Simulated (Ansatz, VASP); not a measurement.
# Two plane-wave programs on Pd

```
CELL_PARAMETERS angstrom
4.96857 0.00000 0.00000
0.00000 4.96857 0.00000
0.00000 0.00000 4.96857
ATOMIC_POSITIONS crystal
Pd 0.50000 0.50000 0.50000
Pd 0.00000 0.00000 0.00000
Pd 0.25000 0.00000 0.50000
Pd 0.50000 0.25000 0.00000
Pd 0.50000 0.75000 0.00000
Pd 0.75000 0.00000 0.50000
Pd 0.00000 0.50000 0.75000
Pd 0.00000 0.50000 0.25000
```

Alike in both runs: functional r2SCAN; k mesh 8 × 8 × 8; occupations gaussian, width 0.1 eV; no spin polarisation.

Ansatz relaxed the structure, and its values are those at the end. VASP's run is a single point on that final structure, the one shown.

```csv
,VASP,Ansatz
version,VASP 6.6.1,Ansatz 0.2.0
potentials or method,"VASP PAW PBE potentials, release 64 (Pd)","scalar-relativistic, plane waves, PAW"
plane-wave cutoff (eV),520,500
valence electrons in the cell,80,144
```

|  | VASP | Ansatz | Ansatz less VASP |
| --- | --- | --- | --- |
| gap on the k mesh at the Fermi level (eV) | none | none | - |
| pressure (GPa) | 0.5 | 0.0 | -0.52 |

A gap of «none» marks a metal or a gap that the smearing closes. The two sets of potentials don't hold the same shells in valence.

Caveats: the PAW data sets were made with another functional, which shifts forces and pressure a little (VASP).
